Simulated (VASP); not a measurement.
Given:

```yaml
crystal:
  lattice:
    - [0.00000, 2.66884, 2.66884]
    - [2.66884, 0.00000, 2.66884]
    - [2.66884, 2.66884, 0.00000]
  atoms:
    - { symbol: Ca, position: [0.00000, 0.00000, 0.00000] }
    - { symbol: F, position: [0.25000, 0.25000, 0.25000] }
    - { symbol: F, position: [0.75000, 0.75000, 0.75000] }
```

All values below come from LDA (Ceperley-Alder, Perdew-Zunger), VASP's LDA PAW potentials (set 64) (plane waves; VASP). Run with 520 eV cut-off, 9×9×9 Γ-centred mesh, Gaussian smearing of 0.010 eV, potentials Ca_sv F.

**Question.** Give the direction-averaged independent-particle dielectric function (no local fields, no excitons; a broadening of 0.1 eV leaves a tail below the gap, and fine structure carries the noise of the k-mesh).

**Answer.** 
```tsv
ħω (eV)	ε₁	ε₂
0.00	2.46	0.00
0.50	2.46	0.00
1.10	2.46	0.00
1.70	2.48	0.00
2.30	2.50	0.00
2.90	2.53	0.00
3.50	2.57	0.00
4.10	2.62	0.00
4.60	2.67	0.00
5.20	2.75	0.00
5.80	2.85	0.00
6.40	2.99	0.00
7.00	3.19	0.00
7.60	3.52	0.18
8.20	3.63	0.10
8.80	3.95	0.72
9.30	4.83	0.54
9.90	5.34	3.46
10.50	3.55	6.46
11.10	0.98	4.61
11.70	0.65	2.84
12.30	0.26	2.05
12.90	-0.44	2.42
13.50	-0.12	0.67
```
ε₂ peaks at 9.6 eV (height 2.1), 10.1 eV (height 4.5), 10.5 eV (height 6.5), 10.9 eV (height 7.1), 12.7 eV (height 3.0); ε₁(0) averages 2.45, so the electronic refractive index below the gap tends to √2.45 = 1.57.

The compound is CaF2 in the fluorite structure. It was relaxed first, which changed the volume by -7 %.
